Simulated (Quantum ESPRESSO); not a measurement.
**CdS (Greenockite): equation of state with PBEsol**

CdS (Greenockite):

```
Cd S
1.0
     4.15000    0.00000    0.00000
    -2.07500    3.59401    0.00000
     0.00000    0.00000    6.73700
Cd S
2 2
Direct
  0.66667 0.33333 0.50000
  0.33333 0.66667 0.00000
  0.66667 0.33333 0.87500
  0.33333 0.66667 0.37500
```

| Item | Value |
| --- | --- |
| Program | Quantum ESPRESSO 7.5 |
| Task | equation of state |
| Functional | PBEsol |
| Potentials or basis | GBRV 1.5 PBEsol |
| Cutoff | 612 eV |
| Density cutoff | 4898 eV |
| k mesh | 7 × 7 × 4 |
| Occupations | fermi-dirac, width 0.05 eV |
| Spin | no spin polarisation |

```yaml
Equilibrium_volume: 24.84 Å³/atom
Bulk_modulus_at_fixed_shape_and_positions: 61 GPa
Pressure_derivative_of_the_bulk_modulus: 4.6
```

Energy against volume, from the lowest point:
| volume (Å³/atom) | energy (meV/atom) |
| --- | --- |
| 23.614 | 12.32 |
| 24.116 | 3.88 |
| 24.618 | 0.00 |
| 25.121 | 0.20 |
| 25.623 | 4.03 |
| 26.126 | 11.12 |
| 26.628 | 21.10 |

All runs of the series together: 3.4 min on 2 threads of AMD EPYC 7R43 64-Core Processor (Zen 3), on a shared host.

Caveat: the cell was scaled at fixed shape and fractional positions, which overstates the stiffness of a crystal with free parameters, most of all of layers and chains.
